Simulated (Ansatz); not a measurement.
One atom moved along a line in H

These are results of Ansatz 0.2.0, DFT PBE, scalar-relativistic, plane waves, PAW, not measurements. The runs took a 420 eV cutoff, a Γ-centred 6×6×6 mesh and Gaussian smearing (0.05 eV). No spin polarisation. Energies are free energies at this smearing, counted from the undisturbed cell; pressure is positive in compression.

Zero of the scan (relaxed at this level; it needn't be the usual structure):

```
H
1.0
     3.70974   -3.70974    0.00000
     3.70974    3.70974    0.00000
    -3.70974    0.00000    4.57113
H
8
Cartesian
  0.0000 0.0000 4.1958
  1.8549 1.8549 1.9102
  3.7097 0.0000 4.1958
  1.8549 -1.8549 1.9102
  0.0000 0.0000 0.3753
  1.8549 -1.8549 2.6609
  3.7097 0.0000 0.3753
  1.8549 1.8549 2.6609
```

The cell holds molecules and no dispersion correction was added, so their binding is poorly described.

Atom 1 (H) is moved by x along the Cartesian unit vector (0.577, 0.577, 0.577); the cell and all other atoms stay fixed.

| x (Å) | ΔE (meV/cell) | force along x on the moved atoms (eV/Å) | pressure (GPa) | gap on the mesh (eV) |
| --- | --- | --- | --- | --- |
| -0.2000 | 227.0 | 2.19 | -1.1 | 8.60 |
| -0.1500 | 129.6 | 1.70 | -0.9 | 8.81 |
| -0.1000 | 58.0 | 1.16 | -0.6 | 9.00 |
| -0.0500 | 14.5 | 0.58 | -0.3 | 9.16 |
| 0.0000 | 0.0 | 0.00 | 0.0 | 9.27 |
| 0.0500 | 14.2 | -0.56 | 0.3 | 9.30 |
| 0.1000 | 54.5 | -1.04 | 0.7 | 9.32 |
| 0.1500 | 116.2 | -1.40 | 1.0 | 9.33 |
| 0.1750 | 152.9 | -1.53 | 1.1 | 9.33 |
| 0.2000 | 192.1 | -1.60 | 1.3 | 9.33 |

Cost: 10 runs of about 1.1 core-minutes in all, on Arm Neoverse V1 (shared hosts).